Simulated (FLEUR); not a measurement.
## Ta: equation of state with r2SCAN

**Experimental background.**

From “Pressure effects on the electronic structure and superconductivity of (TaNb)0.67(HfZrTi)0.33 high entropy alloy”, 2019, arxiv:1910.08312, for a bulk crystal of Ta: bulk modulus 194 GPa.

Crystal: Ta.

```xyz
1
Lattice="-1.6513 1.6513 1.6513 1.6513 -1.6513 1.6513 1.6513 1.6513 -1.6513" Properties=species:S:1:pos:R:3 pbc="T T T"
Ta    0.0000    0.0000    0.0000
```

```yaml
Program: FLEUR MaX-R8.1 (later development tree)
Task: equation of state
Functional: r2SCAN
Potentials_or_basis: all-electron
Basis: FLAPW
Kmax: 4.1 1/bohr
k_mesh: 11 × 11 × 11
Occupations: fermi-dirac, width 0.05 eV
Spin: no spin polarisation
Gmax: 12.7 1/bohr
Muffin-tin_radii: Ta 2.45 bohr
lmax: Ta 10
Local_orbitals_a_species: Ta 4
```

The equilibrium volume is 18.00 Å³/atom. The bulk modulus is 198 GPa.

Energy against volume, from the lowest point:
| volume (Å³/atom) | energy (meV/atom) |
| --- | --- |
| 16.930 | 43.15 |
| 17.290 | 18.24 |
| 18.010 | 0.00 |
| 18.731 | 17.35 |
| 19.091 | 37.45 |

Measured bulk modulus of Ta: 194 GPa (quoted in “Pressure effects on the electronic structure and superconductivity of (TaNb)0.67(HfZrTi)0.33 high entropy alloy”, 2019, arxiv:1910.08312). This calculation gives 198 GPa (+2.3 %). The fit is for a static lattice scaled at fixed shape and fixed fractional positions.

Caveat: the meta-GGA is that of a development version, with a GGA for the radial functions and cores and without core tails. Spin-orbit coupling is left out, which matters for the levels of Ta.
